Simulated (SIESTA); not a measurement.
The system is I.

```xyz
1
Lattice="4.8395 0.0000 0.0000 2.6772 4.0316 0.0000 -3.7583 -2.0158 2.2874" Properties=species:S:1:pos:R:3 pbc="T T T"
I     0.0000    0.0000    0.0000
```

Base run:

```yaml
Program: SIESTA 5.4.2
Functional: optB88-vdW
Potentials_or_basis: PseudoDojo 0.4 standard (PBE files)
Basis: DZP (energy shift 0.005 Ry)
Grid_cutoff: 500 Ry
Energy_shift: 0.005 Ry
k_mesh: 11 × 11 × 11
Occupations: fermi-dirac, width 0.05 eV
Spin: no spin polarisation
```

Its results: band gap on the k mesh none (metal or under the smearing width); pressure -0.3 GPa.

The run is repeated on the same cell with these changes: functional from optB88-vdW to vdW-DF2; basis from DZP (energy shift 0.005 Ry) to SZ (energy shift 0.005 Ry). What comes out?

Band gap on the k mesh none (metal or under the smearing width); pressure 3.9 GPa.

Several settings changed at once, so the effect can't be laid on one alone.

Caveats: the potentials were made for another functional, which shifts forces and pressure; the basis of atomic orbitals isn't converged, which shifts pressures, moduli and gaps; an odd number of electrons without spin polarisation forces a metal; a magnetic or distorted state may lie lower; the basis has no polarisation orbitals (some runs).
